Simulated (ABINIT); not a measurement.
SnO:

```
Sn O
1.0
     3.35500    0.00000    0.00000
     0.00000    5.67410    0.00000
     0.00000    0.00000    4.22197
Sn O
2 2
Cartesian
  1.6775 4.3582 0.0555
  0.0000 1.3159 2.1665
  1.6775 0.6171 1.0000
  0.0000 5.0570 3.1110
```

The cell comes from a database or a generator and needn't be the stable form of this composition.

- Program: ABINIT 10.8.3 (patched build)
- Task: relaxation of cell and atoms
- Functional: PBEsol
- Potentials or basis: PseudoDojo NC SR PBEsol v0.4.1 standard
- Cutoff: 1143 eV
- k mesh: 5 × 3 × 4
- Occupations: fermi-dirac, width 0.05 eV
- Spin: no spin polarisation

At the start: pressure -2.4 GPa; volume 20.09 Å³/atom.

Q: Where does the relaxation end?

A: Over 25 steps the energy falls by 9.9 meV/atom and the volume is 18.16 Å³/atom (-9.6 %); space group Pmn2_1 (No. 31, to 0.05 Å).

The path:
```
step  energy change (eV)  largest force (eV/Å)  pressure (GPa)  volume (Å³)
   1              0.0000                0.3177           -2.44        80.37
   2             -0.0097                0.1611           -1.68        79.77
   3             -0.0176                0.1419           -0.13        78.55
   4             -0.0183                0.1346           -0.12        78.46
   5             -0.0223                0.0439           -0.06        77.42
   6             -0.0225                0.0395           -0.06        77.42
   7             -0.0249                0.0573           -0.05        76.80
   8             -0.0256                0.0728           -0.04        76.27
   9             -0.0260                0.0762           -0.02        75.80
  10             -0.0264                0.0705           -0.01        75.53
  11             -0.0270                0.0705            0.01        75.18
  12             -0.0275                0.0906            0.01        74.98
  13             -0.0283                0.1075            0.00        74.75
  14             -0.0296                0.1121            0.00        74.34
  15             -0.0323                0.0791            0.01        73.30
  16             -0.0345                0.0607            0.05        72.31
  17             -0.0364                0.0345            0.01        72.33
  18             -0.0372                0.0279            0.10        72.27
  19             -0.0373                0.0346            0.09        72.21
  20             -0.0378                0.0550            0.00        72.24
  21             -0.0384                0.0626           -0.06        72.35
  22             -0.0391                0.0615           -0.07        72.57
  23             -0.0396                0.0371           -0.03        72.71
  24             -0.0397                0.0112            0.00        72.72
  25             -0.0397                0.0042            0.01        72.64
```

Final structure:
```
Sn O
1.0
     3.34680    0.00000    0.00000
     0.00000    5.77767    0.00000
     0.00000    0.00000    3.75655
Sn O
2 2
Direct
  0.50000 0.76664 0.03402
  0.00000 0.23336 0.53402
  0.50000 0.11808 0.21599
  0.00000 0.88192 0.71599
```
